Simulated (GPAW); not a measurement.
Runs of GPAW 26.7.0 on CdSe (Cadmoselite). The structure is hexagonal, space group P6_3mc (No. 186). The conventional cell has a = 4.300 Å, b = 4.300 Å, c = 7.020 Å, α = 90.00°, β = 90.00°, γ = 120.00°. Cd (site symmetry 3m) is surrounded by 4 Se at 2.61 to 2.70 Å. Around Se (site symmetry 3m) lie 4 Cd at 2.61 to 2.70 Å. 

```csv
task,level,potentials or basis,spin,cell,k mesh,eigensolver,maxiter,optimizer,fmax,max steps,other keys,mesh quality,gap on the mesh (eV),pressure (GPa),relaxed volume (Å³/atom),largest force (eV/Å)
relaxation of cell and atoms,OLYP+D3(BJ),"PAW data sets generated in the run's folder for this functional, pw",off,relaxed,5 × 5 × 3,davidson,150,BFGS,0.02 eV/Å,60,-,not flagged,1.23,0.0,27.11,-
relaxation of cell and atoms,SCAN+D3(BJ),"GPAW PAW data sets (gpaw-data 1.2.1), pw",off,relaxed,5 × 5 × 3,-,150,BFGS,0.05 eV/Å,100,-,not flagged,1.04,0.0,28.24,0.02
band structure,mBEEF,"GPAW PAW data sets (gpaw-data 1.2.1), pw","SOC, no magnetisation",as given,5 × 5 × 3,-,150,-,-,-,-,not flagged,1.25,2.1,-,(b)
band structure,GLLB-SC,"the program's PAW data sets (release 1.2.1) made for this functional, pw",off,as given,5 × 5 × 3,-,150,-,-,-,-,not flagged,(a),-,-,-
band structure,vdW-DF-cx,"GPAW PAW data sets (gpaw-data 1.2.1), pw","SOC, no magnetisation",as given,5 × 5 × 3,-,150,-,-,-,-,not flagged,0.51,-,-,(c)
relaxation of cell and atoms,BLYP+D4,"PAW data sets generated in the run's folder for this functional, pw",off,relaxed,5 × 5 × 3,davidson,150,BFGS,0.05 eV/Å,40,-,not flagged,0.52,0.0,29.01,0.01
electron localisation function,vdW-DF-cx,"GPAW PAW data sets (gpaw-data 1.2.1), pw",off,as given,4 × 4 × 2,davidson niter=4,150,-,-,-,-,coarse,0.63,-,-,0.30
Wannier functions,vdW-DF-cx,"GPAW PAW data sets (gpaw-data 1.2.1), pw",off,as given,4 × 4 × 2,davidson niter=4,80,-,-,-,"several, not listed",coarse,0.63,-,-,0.30
```

Alike in all rows: cutoff (eV) 600; smearing fermi-dirac 0.05 eV.

Fill in the values left out.

(a) 1.58; (b) 0.26; (c) 0.29.

Caveats: some runs use coarse meshes; the PAW data sets were made with another functional, which shifts forces and pressure a little (some runs); later steps reuse the first step's grids (some runs); spin-orbit coupling was added after a scalar SCF, so levels and gaps hold it while energy, forces, pressure and moments don't (some runs); this program's spin-orbit splittings come out too wide for heavy elements (some runs); the GLLB-SC gap is the Kohn-Sham gap of the path plus the derivative discontinuity (some runs); a model potential gives levels but no total energy (some runs).

A k mesh can miss the band edges, and rows without SOC leave out spin-orbit coupling on Cd, Se.
